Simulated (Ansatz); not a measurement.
## Band structure of CaS

```
Ca S
1.0
     0.00000    2.84300    2.84300
     2.84300    0.00000    2.84300
     2.84300    2.84300    0.00000
Ca S
1 1
Cartesian
  0.0000 0.0000 0.0000
  2.8430 2.8430 2.8430
```

Atoms are numbered in the order listed.

The cell is COD entry 1011236, as deposited and not checked against the literature; nothing was relaxed. It is an old determination, and later ones may differ.

The calculation used Ansatz 0.2.0, DFT, PBE, all-electron LAPW, scalar-relativistic.

Sampling and basis: a Γ-centred 7×7×7 k mesh, Fermi–Dirac smearing of 0.01 eV, basis error target 0.25 meV/atom, no spin polarisation.

Points in fractions of the reciprocal vectors of this cell: Γ (0, 0, 0), X (0.5, 0, 0.5), U (0.625, 0.25, 0.625), K (0.375, 0.375, 0.75), L (0.5, 0.5, 0.5), W (0.5, 0.25, 0.75). The path joins them by straight lines in the order Γ–X–U–K–Γ–L–W–X; legs that retrace an earlier one aren't tabulated. Energies are in eV from the top of the valence band.

Q: List the levels at Γ between -20 and 4 eV.

A: -11.34, 0.00 (×3).

Q: List the levels at K between -20 and 4 eV.

A: -10.60, -2.04, -1.88, -1.03, 3.68.

Q: List the levels at X between -20 and 4 eV.

A: -10.71, -2.28, -0.81 (×2), 2.35.

Q: What is the band gap?

A: 2.35 eV, indirect from Γ to X (0.5, 0, 0.5).

Kohn–Sham gaps of semilocal functionals usually fall short of measured ones.
